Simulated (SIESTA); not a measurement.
ZrO2: band structure with PBE

Crystal: ZrO2.

```
Zr O
1.0
     0.00000    2.54507    2.54507
     2.54507    0.00000    2.54507
     2.54507    2.54507    0.00000
Zr O
1 2
Direct
  0.00000 0.00000 0.00000
  0.75000 0.75000 0.75000
  0.25000 0.25000 0.25000
```

Measurements of this composition are mostly on another form, of space group No. 14.

```json
{"Program": "SIESTA 5.4.2", "Task": "band structure", "Functional": "PBE", "Potentials or basis": "PseudoDojo 0.4 standard (PBE files)", "Basis": "TZP (energy shift 0.003 Ry; two zetas on semicore shells)", "Grid cutoff": "800 Ry", "Energy shift": "0.003 Ry", "k mesh": "9 × 9 × 9", "Occupations": "fermi-dirac, width 0.05 eV", "Spin": "no spin polarisation"}
```

```
Pressure                : 7.9 GPa
Band gap on the k mesh  : 3.22 eV, indirect (least direct gap 3.71 eV)
Band gap along the path : 3.17 eV, indirect (least direct gap 3.63 eV)
```

Levels at the corners of the path, in eV from the valence-band top:
| point | band 8 | band 9 | band 10 | band 11 | band 12 | band 13 | band 14 | band 15 | band 16 | band 17 |
| --- | --- | --- | --- | --- | --- | --- | --- | --- | --- | --- |
| Γ | -5.38 | -5.38 | -0.54 | -0.54 | -0.54 | 3.17 | 3.17 | 6.56 | 9.19 | 9.19 |
| X | -3.22 | -3.22 | -1.62 | -1.62 | 0.00 | 3.63 | 4.53 | 5.65 | 7.10 | 7.10 |
| W | -4.75 | -2.47 | -2.47 | -1.50 | -0.20 | 4.31 | 4.39 | 6.12 | 6.12 | 7.23 |
| K | -3.71 | -3.15 | -2.32 | -1.32 | -0.34 | 3.88 | 4.56 | 5.98 | 6.53 | 7.38 |
| Γ | -5.38 | -5.38 | -0.54 | -0.54 | -0.54 | 3.17 | 3.17 | 6.56 | 9.19 | 9.19 |
| L | -4.36 | -2.59 | -2.58 | -1.67 | -1.67 | 3.80 | 3.80 | 5.89 | 8.28 | 8.28 |
| U | -3.71 | -3.15 | -2.32 | -1.32 | -0.34 | 3.88 | 4.56 | 5.98 | 6.53 | 7.38 |
| W | -4.75 | -2.47 | -2.47 | -1.50 | -0.20 | 4.31 | 4.39 | 6.12 | 6.12 | 7.23 |
| L | -4.36 | -2.59 | -2.58 | -1.67 | -1.67 | 3.80 | 3.80 | 5.89 | 8.28 | 8.28 |
| K | -3.71 | -3.15 | -2.32 | -1.32 | -0.34 | 3.88 | 4.56 | 5.98 | 6.53 | 7.38 |
| U | -3.71 | -3.15 | -2.32 | -1.32 | -0.34 | 3.88 | 4.56 | 5.98 | 6.53 | 7.38 |
| X | -3.22 | -3.22 | -1.62 | -1.62 | 0.00 | 3.63 | 4.53 | 5.65 | 7.10 | 7.10 |

Run time: 64 s on 1 thread of Intel(R) Xeon(R) 6975P-C (Granite Rapids) (shared host), peak memory 0.34 GiB.

Caveat: the basis of atomic orbitals isn't converged, which shifts pressures, moduli and gaps.
